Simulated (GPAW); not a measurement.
Runs of GPAW 26.7.0 on Te2Mo. Symmetry: P6_3/mmc, No. 194, hexagonal system. The conventional cell has a = 3.518 Å, b = 3.518 Å, c = 13.974 Å, α = 90.00°, β = 90.00°, γ = 120.00°. Te (site symmetry 3m) is surrounded by 3 Mo at 2.72 Å. Around Mo (site symmetry -6m2) lie 6 Te at 2.72 Å. 

| task | level | potentials or basis | spin | U | cell | k mesh | optimizer | fmax | max steps | band path | band points | mesh quality | gap on the mesh (eV) | pressure (GPa) | relaxed volume (Å³/atom) | largest force (eV/Å) |
| --- | --- | --- | --- | --- | --- | --- | --- | --- | --- | --- | --- | --- | --- | --- | --- | --- |
| relaxation of cell and atoms | WC | PAW data sets generated in the run's folder for this functional, pw | off | - | relaxed | 5 × 5 × 2 | FIRE | 0.02 eV/Å | 40 | - | - | coarse | (c) | 0.0 | 24.56 | 0.01 |
| band structure | revPBE | the program's PAW data sets (release 1.2.1) made for this functional, pw | SOC, no magnetisation | - | as given | 5 × 5 × 2 | - | - | - | GMKGALHA,LM,KH | 60 | coarse | 0.71 | (b) | - | 0.18 |
| phonons | vdW-DF2 | GPAW PAW data sets (gpaw-data 1.2.1), pw | off | - | atoms relaxed | 6 × 6 × 2 | - | - | - | - | - | not flagged | (d) | - | - | - |
| relaxation of cell and atoms | RPBE | the program's PAW data sets (release 1.2.1) made for this functional, pw | off | - | relaxed to 2 GPa | 5 × 5 × 2 | LBFGS | 0.05 eV/Å | 100 | - | - | coarse | 0.87 | 2.1 | - | 0.02 |
| band structure | BEEF-vdW | GPAW PAW data sets (gpaw-data 1.2.1), pw | SOC, no magnetisation | - | as given | 5 × 5 × 2 | - | - | - | GMKGALHA,LM,KH | 80 | coarse | 0.70 | - | - | 0.30 |
| relaxation of cell and atoms | BLYP+D3(BJ) | PAW data sets generated in the run's folder for this functional, pw | off | - | relaxed | 5 × 5 × 2 | FIRE | 0.02 eV/Å | 40 | - | - | coarse | 0.50 | 0.0 | (a) | 0.01 |

Alike in all rows: cutoff (eV) 600; smearing fermi-dirac 0.05 eV.

Problem. Estimate the missing entries.

Solution. (a) 24.15; (b) 3.8; (c) 0.67; (d) 0.74.

Caveats: spin-orbit coupling is left out, which moves the levels of the heavy elements (some runs); later steps reuse the first step's grids (some runs); an odd mesh through Γ misses points on the zone boundary, where band edges often lie (some runs); this functional lacks dispersion, which binds the layers, so the pressure and a relaxed spacing across them are unreliable (some runs); spin-orbit coupling was added after a scalar SCF, so levels and gaps hold it while energy, forces, pressure and moments don't (some runs); this program's spin-orbit splittings come out too wide for heavy elements (some runs); the PAW data sets were made with another functional, which shifts forces and pressure a little (some runs).

A k mesh can miss the band edges, and rows without SOC leave out spin-orbit coupling on Mo, Te.
